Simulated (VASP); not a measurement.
# A VASP 6.6.1 single-point calculation on SrO

INCAR

```
PREC = Accurate
GGA = PE
LCHARG = .FALSE.
NBANDS = 15
LASPH = .TRUE.
LREAL = Auto
SIGMA = 0.02
ISMEAR = -1
IBRION = -1
NSW = 0
EDIFF = 1E-7
LWAVE = .FALSE.
ENCUT = 520
NELM = 69
ISIF = 2
```

KPOINTS

```
KPOINTS created by Atomic Simulation Environment
0
Gamma
8 8 8
0 0 0
```

POSCAR

```
Sr O
 1.0000000000000000
     0.1150148237000000    2.5917114565000001    2.5917114565000001
     2.5917114565000001    0.1150148237000000    2.5917114565000001
     2.5917114565000001    2.5917114565000001    0.1150148237000000
 Sr  O
   1   1
Cartesian
  0.0000000000000000  0.0000000000000000  0.0000000000000000
  2.6492188683500006  2.6492188683500006  2.6492188683500006
```

The recommended PBE PAW datasets give the neutral cell 16 valence electrons.

Command

```
mpirun -np 1 vasp_std
```

OSZICAR

```
N       E                     dE             d eps       ncg     rms          rms(c)
DAV:   1     0.684474317655E+02    0.68447E+02   -0.84832E+03  1958   0.105E+03
DAV:   2    -0.110178170102E+02   -0.79465E+02   -0.72330E+02  2688   0.222E+02
DAV:   3    -0.141070948111E+02   -0.30893E+01   -0.30743E+01  2486   0.395E+01
DAV:   4    -0.141676039483E+02   -0.60509E-01   -0.60501E-01  2426   0.547E+00
DAV:   5    -0.141692464851E+02   -0.16425E-02   -0.16425E-02  2499   0.721E-01    0.179E+01
DAV:   6    -0.120852358992E+02    0.20840E+01   -0.64798E+00  2006   0.199E+01    0.210E+01
DAV:   7    -0.119615664523E+02    0.12367E+00   -0.26539E-01  2392   0.466E+00    0.123E+01
DAV:   8    -0.119496816884E+02    0.11885E-01   -0.11394E-01  2622   0.333E+00    0.590E-01
DAV:   9    -0.119512755799E+02   -0.15939E-02   -0.53420E-03  2505   0.478E-01    0.229E-01
DAV:  10    -0.119517304947E+02   -0.45491E-03   -0.45752E-04  2118   0.197E-01    0.739E-02
DAV:  11    -0.119518498765E+02   -0.11938E-03   -0.11109E-04  2195   0.789E-02    0.261E-02
DAV:  12    -0.119518676154E+02   -0.17739E-04   -0.23156E-05  2083   0.361E-02    0.115E-02
DAV:  13    -0.119518676626E+02   -0.47234E-07   -0.89568E-07  2335   0.830E-03
   1 F= -.11951868E+02 E0= -.11951868E+02  d E =-.733707E-12
```

From OUTCAR

```
k-points           NKPTS =     65   k-points in BZ     NKDIM =     65   number of bands    NBANDS=     15

   NELECT =      16.0000    total number of electrons

   dimension x,y,z NGX =    28 NGY =   28 NGZ =   28
   dimension x,y,z NGXF=    56 NGYF=   56 NGZF=   56

  energy-cutoff  :      520.00
  volume of cell :       32.50
      direct lattice vectors                 reciprocal lattice vectors
     0.115014824  2.591711457  2.591711457    -0.206264121  0.197499500  0.197499500
     2.591711457  0.115014824  2.591711457     0.197499500 -0.206264121  0.197499500
     2.591711457  2.591711457  0.115014824     0.197499500  0.197499500 -0.206264121

 k-points in reciprocal lattice and weights: KPOINTS created by Atomic Simulation Env
   0.00000000  0.00000000  0.00000000       0.002
   0.12500000 -0.00000000 -0.00000000       0.012
   0.25000000 -0.00000000 -0.00000000       0.012
   0.37500000  0.00000000  0.00000000       0.012
   0.50000000 -0.00000000 -0.00000000       0.006
   0.12500000  0.12500000 -0.00000000       0.012
   0.25000000  0.12500000 -0.00000000       0.023
   0.37500000  0.12500000  0.00000000       0.023
   ...

 E-fermi :   2.4081

 k-point     1 :       0.0000    0.0000    0.0000
  band No.  band energies     occupation
      1     -30.3893      2.00000
      2     -13.2527      2.00000
      3     -12.0070      2.00000
      4     -11.9484      2.00000
      5     -11.9484      2.00000
      6       1.8060      2.00000
      7       1.9577      2.00000
      8       1.9577      2.00000
      9       6.1285      0.00000
     10       7.7240      0.00000
     11       8.4229      0.00000
     12       8.4229      0.00000
     13      10.5141      0.00000
     14      10.5141      0.00000
     15      14.8472      0.00000

 k-point     2 :       0.1250   -0.0000   -0.0000
  band No.  band energies     occupation
      1     -30.3629      2.00000
      2     -13.6163      2.00000
      3     -12.0094      2.00000
      4     -11.9703      2.00000
      5     -11.6594      2.00000
      6       1.4624      2.00000
      7       1.5871      2.00000
      8       1.7518      2.00000
      9       6.8390      0.00000
     10       8.0411      0.00000
     11       8.2479      0.00000
     12       8.7810      0.00000
     13      10.9343      0.00000
     14      10.9399      0.00000
     15      15.9877      0.00000

 k-point     3 :       0.2500   -0.0000   -0.0000
  band No.  band energies     occupation
      1     -30.2984      2.00000
      2     -14.2194      2.00000
      3     -12.0333      2.00000
      4     -12.0223      2.00000
      5     -11.2172      2.00000
      6       0.5947      2.00000
      7       1.0639      2.00000
      8       1.3087      2.00000
      9       8.0276      0.00000
     10       8.3723      0.00000
     11       9.1254      0.00000
     12       9.7591      0.00000
     13      11.9807      0.00000
     14      12.0011      0.00000
     15      18.2003      0.00000

 ...

  Total        1.6342627      1.6342627      1.6342627     -0.5559386     -0.5559386     -0.5559386
  in kB       80.5636253     80.5636253     80.5636253    -27.4058938    -27.4058938    -27.4058938
  external PRESSURE =      80.5636253 kB  Pullay stress =       0.0000000 kB

 POSITION                                       TOTAL-FORCE (eV/Angst)
 -----------------------------------------------------------------------------------
      0.00000      0.00000      0.00000        -0.000000      0.000000     -0.000000
      2.64922      2.64922      2.64922         0.000000     -0.000000      0.000000
 -----------------------------------------------------------------------------------
    total drift:                                0.000000      0.000000      0.000000

  FREE ENERGIE OF THE ION-ELECTRON SYSTEM (eV)
  ---------------------------------------------------
  free  energy   TOTEN  =       -11.9518676626 eV

  energy  without entropy=      -11.9518676626  energy(sigma->0) =      -11.95186766
```

It converged. Results: gap between bands v and c on the k mesh 3.15 eV; least direct gap on the k mesh 3.21 eV; pressure 8.1 GPa. Band v is the last that the valence electrons fill when counted band by band, and c is the next.

For comparison, a separate PBE run of the intended cell, on usual settings and not on those above, gives a gap of 3.15 eV on its mesh and a pressure of 8.0 GPa.

The run above took about 45 s on one core of a shared host (Intel Xeon Platinum 8488C) and held 0.15 GiB at most.
